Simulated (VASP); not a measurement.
# Hf (P6_3/mmc) in VASP: settings compared, part 2 of 3

VASP 6.6.1.

## 3. Relaxation of cell and atoms, r2SCAN

This run uses another cell than the first one, of 22.23 Å³/atom, 0.993 times its volume.

The input, INCAR:

```
SYSTEM = Hf
PREC = Accurate
ENCUT = 600
EDIFF = 1E-7
ISMEAR = 1
SIGMA = 0.1
LREAL = .False.
LASPH = .True.
NELM = 80
ALGO = Normal
ISIF = 3
LWAVE = .False.
LCHARG = .False.
METAGGA = R2SCAN
LMIXTAU = .True.
IBRION = 2
NSW = 90
EDIFFG = -0.005
KPAR = 2
```

The input, KPOINTS:

```
Automatic mesh
0
Gamma
  15 15 7
  0 0 0
```

The input, POSCAR:

```
Hf                                      
1.0
    3.1932392296      0.0000000000      0.0000000000
   -1.5966196148      2.7654262932      0.0000000000
   -0.0000000000     -0.0000000000      5.0345690130
  Hf            
     2
Direct
     0.3333333332999970    0.6666666667000030    0.2500000000000000
     0.6666666667000030    0.3333333332999970    0.7500000000000000
```

Potentials or basis: VASP PAW PBE potentials, release 64 (Hf_pv).

Started as:

```bash
$ cat potpaw_PBE.64/Hf_pv/POTCAR > POTCAR
$ mpirun -np 2 vasp_std > vasp.out
```

OUTCAR:

```text
SYSTEM = Hf
   PREC = Accurate
   ENCUT = 600
   EDIFF = 1E-7
   ISMEAR = 1
   LREAL = .False.
   LASPH = .True.
   NELM = 80
   ISIF = 3
   METAGGA = R2SCAN
   IBRION = 2
   NSW = 90
   EDIFFG = -0.005

 ion  position               nearest neighbor table
   1  0.333  0.667  0.250-   2 3.12   2 3.12   2 3.12   2 3.12   2 3.12   2 3.12
   2  0.667  0.333  0.750-   1 3.12   1 3.12   1 3.12   1 3.12   1 3.12   1 3.12

  LATTYP: Found a hexagonal cell.
 ALAT       =     3.1932392296
 C/A-ratio  =     1.5766338351

  Lattice vectors:

 A1 = (   3.1932392296,   0.0000000000,   0.0000000000)
 A2 = (  -1.5966196148,   2.7654262932,   0.0000000000)
 A3 = (   0.0000000000,   0.0000000000,   5.0345690130)

Analysis of symmetry for initial positions (statically):
=====================================================================
 Subroutine PRICEL returns:
 Original cell was already a primitive cell.

 Routine SETGRP: Setting up the symmetry group for a
 hexagonal supercell.

 Subroutine GETGRP returns: Found 24 space group operations
 (whereof 12 operations were pure point group operations)
 out of a pool of 24 trial point group operations.

The static configuration has the point symmetry D_3d.
 The point group associated with its full space group is D_6h.

Analysis of symmetry for dynamics (positions and initial velocities):
=====================================================================
 Subroutine PRICEL returns:
 Original cell was already a primitive cell.

 Routine SETGRP: Setting up the symmetry group for a
 hexagonal supercell.

 Subroutine GETGRP returns: Found 24 space group operations
 (whereof 12 operations were pure point group operations)
 out of a pool of 24 trial point group operations.

The dynamic configuration has the point symmetry D_3d.
 The point group associated with its full space group is D_6h.

 Subroutine INISYM returns: Found 24 space group operations
 (whereof 12 operations are pure point group operations),
 and found     1 'primitive' translations

----------------------------------------------------------------------------------------

                                     Primitive cell

  volume of cell :      44.4586

  direct lattice vectors                    reciprocal lattice vectors
     3.193239230  0.000000000  0.000000000     0.313161629  0.180803951  0.000000000
    -1.596619615  2.765426293  0.000000000     0.000000000  0.361607902  0.000000000
     0.000000000  0.000000000  5.034569013     0.000000000  0.000000000  0.198626734

  length of vectors
     3.193239230  3.193239230  5.034569013     0.361607902  0.361607902  0.198626734

  position of ions in fractional coordinates (direct lattice)
     0.333333333  0.666666667  0.250000000
     0.666666667  0.333333333  0.750000000

  ion indices of the primitive-cell ions
   primitive index   ion index
                 1           1
                 2           2

----------------------------------------------------------------------------------------

 KPOINTS: Automatic mesh

Automatic generation of k-mesh.
 Grid dimensions read from file:
 generate k-points for:   15   15    7

 Generating k-lattice:
[... 56 lines left out ...]
   ISPIN  =      1    spin polarized calculation?
   LNONCOLLINEAR =      F non collinear calculations
   LSORBIT =      F    spin-orbit coupling
   LASPH  =      T    aspherical Exc in radial PAW
   ENCUT  =  600.0 eV  44.10 Ry    6.64 a.u.   6.38  6.38 10.06*2*pi/ulx,y,z
   NELM   =     80;   NELMIN=  2; NELMDL= -5     # of ELM steps
   EDIFF  = 0.1E-06   stopping-criterion for ELM
   LREAL  =      F    real-space projection
   EDIFFG = -.5E-02   stopping-criterion for IOM
   NSW    =     90    number of steps for IOM
   IBRION =      2    ionic relax: 0-MD 1-quasi-New 2-CG
   NFREE  =      1    steps in history (QN), initial steepest desc. (CG)
   ISIF   =      3    stress and relaxation
   ISYM   =      2    0-nonsym 1-usesym 2-fastsym
   POTIM  = 0.5000    time-step for ionic-motion
   TEBEG  =    0.0;   TEEND  =   0.0 temperature during run
   PSTRESS=    0.0 pullay stress
   NELECT =      20.0000    total number of electrons
   NUPDOWN=      -1.0000    fix difference up-down
   EMIN   =  10.00;   EMAX   =-10.00  energy-range for DOS
   EFERMI =   0.00;   METHOD = LEGACY
   ISMEAR =     1;   SIGMA  =   0.10  broadening in eV -4-tet -1-fermi 0-gaus
   EFERMI_NEDOS =   21; number of points for ismear=-14 and -15
   IALGO  =     38    algorithm
   IMIX   =      4    mixing-type and parameters
     AMIX     =   0.40;   BMIX     =  1.00
     AMIX_MAG =   1.60;   BMIX_MAG =  1.00
  volume/ion in A,a.u.               =      22.23       150.01
  Fermi-wavevector in a.u.,A,eV,Ry     =   1.254391  2.370455 21.408719  1.573496
  Thomas-Fermi vector in A             =   2.388198
   LORBIT       =      0    0 simple, 1 ext, 2 COOP (PROOUT), +10 PAW based schemes
   METAGGA = R2SCAN    functional components
   LHFCALC =     F    Hartree Fock is set to
   AEXX    =    0.0000 exact exchange contribution
   IVDW    =     0    specifies the selected vdW correction
   LEPSILON=     F    determine dielectric tensor
   LRPA    =     F    only Hartree local field effects (RPA)
 conjugate gradient relaxation of ions
 non-spin polarized calculation
 Methfessel and Paxton  Order N= 1 SIGMA  =   0.10
  energy-cutoff  :      600.00
  volume of cell :       44.46
 maximum number of plane-waves:      1501
 NGX is ok and might be reduce to    28
   NGX = 13   NGY = 13   NGZ = 21

--------------------------------------- Ionic step        1  -------------------------------------------

 number of electron      20.0000000 magnetization

 Free energy of the ion-electron system (eV)
  ---------------------------------------------------
  ext. energy  EPLUGINS =         0.00000000
  ---------------------------------------------------
  free energy    TOTEN  =       -90.30116340 eV

  energy without entropy =      -90.30078921  energy(sigma->0) =      -90.30103867

------------------------ aborting loop because EDIFF is reached ----------------------------------------

  FORCE on cell =-STRESS in cart. coord.  units (eV):
  Direction    XX          YY          ZZ          XY          YZ          ZX
  --------------------------------------------------------------------------------------
  -------------------------------------------------------------------------------------
  Total        0.0158354      0.0158354     -0.0023790      0.0000000      0.0000000     -0.0000000
  in kB        0.5706693      0.5706693     -0.0857347      0.0000000      0.0000000     -0.0000000
  external PRESSURE =       0.3518680 kB  Pullay stress =       0.0000000 kB
[... 95 lines left out ...]
--------------------------------------- Ionic step        4  -------------------------------------------

 number of electron      20.0000000 magnetization

 Free energy of the ion-electron system (eV)
  ---------------------------------------------------
  ext. energy  EPLUGINS =         0.00000000
  ---------------------------------------------------
  free energy    TOTEN  =       -90.30116779 eV

  energy without entropy =      -90.30079819  energy(sigma->0) =      -90.30104459

 E-fermi :   4.8763     XC(G=0): -12.1835

 val. band max:        4.8751653954   @ k =   0.3333   0.2000   0.4286
 cond. band min:       4.9153833179   @ k =   0.0667   0.0000   0.1429
 fundamental gap:      0.0402179225
 Fermi energy:         4.8762502119

 k-point     1 :       0.0000    0.0000    0.0000
  band No.  band energies     occupation
      1     -27.3771      2.00000
      2     -26.5906      2.00000
      3     -26.5906      2.00000
      4     -26.4588      2.00000
      5     -26.4568      2.00000
      6     -26.4568      2.00000
      7      -2.9005      2.00000
      8       1.0178      2.00000
      9       5.3293     -0.00000
     10       6.1991     -0.00000
     11       6.1991     -0.00000
     12       6.5485     -0.00000
     13       7.0888      0.00000
     14       7.0888      0.00000
[... 377 lines left out ...]
      1     -27.1254      2.00000
      2     -26.9733      2.00000
      3     -26.9262      2.00000
      4     -26.8792      2.00000
      5     -26.7419      2.00000
      6     -26.6804      2.00000
      7       2.1314      2.00000
      8       2.6288      2.00000
      9       2.7772      2.00000
     10       3.4483      2.00000
     11       5.3789     -0.00000
     12       5.5942     -0.00000
     13       6.9248      0.00000
     14      10.2610      0.00000

 [... further k-points ...]

------------------------ aborting loop because EDIFF is reached ----------------------------------------

  FORCE on cell =-STRESS in cart. coord.  units (eV):
  Direction    XX          YY          ZZ          XY          YZ          ZX
  --------------------------------------------------------------------------------------
  -------------------------------------------------------------------------------------
  Total       -0.0004241     -0.0004241     -0.0095183     -0.0000000      0.0000000      0.0000000
  in kB       -0.0152778     -0.0152778     -0.3428712     -0.0000000      0.0000000      0.0000000
  external PRESSURE =      -0.1244756 kB  Pullay stress =       0.0000000 kB
[... 17 lines left out ...]
  FREE ENERGIE OF THE ION-ELECTRON SYSTEM (eV)
  ---------------------------------------------------
  free  energy   TOTEN  =       -90.3011677908 eV

  energy  without entropy=      -90.3007981935  energy(sigma->0) =      -90.30104459

 reached required accuracy - stopping structural energy minimisation
```

Run time: 5.7 min. Hardware: 2 MPI ranks of Intel Xeon Platinum 8375C at 2.90GHz (Ice Lake), shared host; peak memory 0.24 GiB.

Results:

* Free energy: -90.3012 eV
* Relaxed volume: 22.24 Å³/atom
* Relaxed cell: a = 3.194 Å, b = 3.194 Å, c = 5.034 Å, α = 90.00°, β = 90.00°, γ = 120.00°
* Space group after relaxing (to 0.05 Å): P6_3/mmc (No. 194)
* Energy gained by relaxing: 0.0 meV/atom
* Ionic steps: 4
* Pressure after relaxing: 0.0 GPa
* Band gap on the k mesh: none (metal or under the smearing width)

Final structure:
```cif
data_structure
_symmetry_space_group_name_H-M 'P 1'
_symmetry_Int_Tables_number 1
_cell_length_a 3.1940
_cell_length_b 3.1940
_cell_length_c 5.0344
_cell_angle_alpha 90.000
_cell_angle_beta 90.000
_cell_angle_gamma 120.000
_cell_volume 44.48
loop_
_atom_site_label
_atom_site_type_symbol
_atom_site_fract_x
_atom_site_fract_y
_atom_site_fract_z
_atom_site_occupancy
Hf1 Hf 0.33333 0.66667 0.25000 1
Hf2 Hf 0.66667 0.33333 0.75000 1
```

Levels at points of the mesh, in eV from the Fermi level:
```
           k point  band 7  band 8  band 9  band 10  band 11  band 12  band 13  band 14
(0.00, 0.00, 0.00)   -7.78   -3.86    0.45     1.32     1.32     1.67     2.21     2.21
```

Caveat: the PAW data sets were made with another functional, which shifts forces and pressure a little. The run has no spin-orbit coupling, so splittings on Hf are missing.

[end of part 2 of 3]
